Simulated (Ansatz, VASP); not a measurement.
# One calculation of RbBr, two programs

The input INCAR:

```
SYSTEM = RbBr
ALGO = Normal
EDIFF = 1E-7
ENCUT = 520
GGA = PS
ISIF = 2
ISMEAR = -1
LASPH = .True.
LCHARG = .False.
LREAL = .False.
LWAVE = .False.
NBANDS = 15
NELM = 80
PREC = Accurate
SIGMA = 0.05
```

Contents of KPOINTS:

```
k-points
0
Gamma
  7 7 7
  0 0 0
```

Contents of POSCAR:

```
RbBr
1.0
    0.0000000000      3.4942131424      3.4942131424
    3.4942131424      0.0000000000      3.4942131424
    3.4942131424      3.4942131424      0.0000000000
Rb Br
1 1
Direct
    0.0000000000      0.0000000000      0.0000000000
    0.5000000000      0.5000000000      0.5000000000
```

File input.yaml:

```yaml
crystal:
  lattice:
    - [0.0, 3.4942131424, 3.4942131424]
    - [3.4942131424, 0.0, 3.4942131424]
    - [3.4942131424, 3.4942131424, 0.0]
  atoms:
    - { symbol: Rb, position: [0.0, 0.0, 0.0] }
    - { symbol: Br, position: [0.5, 0.5, 0.5] }
hamiltonian:
  xc: pbesol
  pseudopotentials: { kind: paw }
kpoints:
  mp_grid: { grid: [7, 7, 7] }
scf:
  occupations: { method: fermi_dirac, width: 0.05 }
output:
  forces: true
  stress: true
  eigenvalues: true
```

Change from the starting cell: volume scaled by 1.06.

Alike in both runs: task single point; functional PBEsol; k mesh 7 × 7 × 7; occupations fermi-dirac, width 0.05 eV; no spin polarisation.

```csv
,VASP,Ansatz
version,VASP 6.6.1,Ansatz 0.2.0
potentials or method,"VASP PAW PBE potentials, release 64 (Rb_sv, Br)",Ansatz PAW
plane-wave cutoff (eV),520,420
valence electrons in the cell,16,16
```

```tsv
	VASP	Ansatz	Ansatz less VASP
gap on the k mesh at the Fermi level (eV)	4.09	4.09	+0.002
least direct gap on the mesh (eV)	4.09	4.09	+0.002
pressure (GPa)	-0.7	-0.7	-0.03
```

Caveats: the PAW data sets were made with another functional, which shifts forces and pressure a little (VASP); an odd mesh through Γ misses points on the zone boundary, where band edges often lie (VASP); odd divisions of the mesh miss points on the zone boundary, where band edges often lie, so the gap on the mesh can be too wide (Ansatz); the PAW data sets come from PBE, with cores solved anew for the run's functional, which leaves a small shift of forces and pressure (Ansatz).
